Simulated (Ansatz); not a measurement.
WC (Qusongite):

```
W C
1.0
     2.90650    0.00000    0.00000
    -1.45325    2.51710    0.00000
     0.00000    0.00000    2.83660
W C
1 1
Direct
  0.00000 0.00000 0.00000
  0.66667 0.33333 0.50000
```

```yaml
Program: Ansatz 0.2.0
Task: relaxation of cell and atoms
Functional: revPBE
Dispersion: D3(BJ)
Potentials_or_basis: Ansatz PAW
Cutoff: "420 eV (not typed: the program's choice for these potentials)"
k_mesh: 10 × 10 × 9
Occupations: fermi-dirac, width 0.05 eV
Spin: no spin polarisation
```

At the start: volume 10.38 Å³/atom.

Question: Where does the relaxation end?

Answer: It ends after 7 steps and the volume is 10.24 Å³/atom (-1.3 %); space group P-6m2 (No. 187, to 0.05 Å).

The path:
```tsv
step	energy change (eV)	largest force (eV/Å)	volume (Å³)
1	0.0000	0.0000	20.75
2	-0.0027	0.0000	20.33
3	-0.0047	0.0000	20.48
4	-0.0047	0.0000	20.49
5	-0.0042	0.0000	20.49
6	-0.0042	0.0000	20.49
7	-0.0042	0.0000	20.49
```

Final structure:
```
CELL_PARAMETERS angstrom
2.89326 0.00000 0.00000
-1.44663 2.50564 0.00000
0.00000 0.00000 2.82599
ATOMIC_POSITIONS crystal
W 0.00000 0.00000 0.00000
C 0.66667 0.33333 0.50000
```

Caveat: the plane-wave basis is chosen anew once the cell has moved, so the energies of steps on either side of that aren't comparable; the PAW data sets come from PBE, with cores solved anew for the run's functional, which leaves a small shift of forces and pressure.
